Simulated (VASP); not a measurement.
B:

```
CELL_PARAMETERS angstrom
1.88524 0.00000 0.00000
0.00000 1.88524 0.00000
0.00000 0.00000 1.88524
ATOMIC_POSITIONS crystal
B 0.50000 0.50000 0.50000
```

The cell was built by a generator and needn't be a form met in nature.

Base run:

```yaml
Program: VASP 6.6.1
Functional: SCAN
Potentials_or_basis: VASP PAW PBE potentials, release 64 (B)
Cutoff: 520 eV
k_mesh: 14 × 14 × 14
Occupations: fermi-dirac, width 0.05 eV
Spin: no spin polarisation
```

Its results: pressure -1.1 GPa.

**Question.** The run is repeated on the same cell with these changes: functional from SCAN to r2SCAN. What comes out?

**Answer.** Pressure 0.5 GPa.

Caveats: the PAW data sets were made with another functional, which shifts forces and pressure a little.

Not every run made on this cell is shown here.
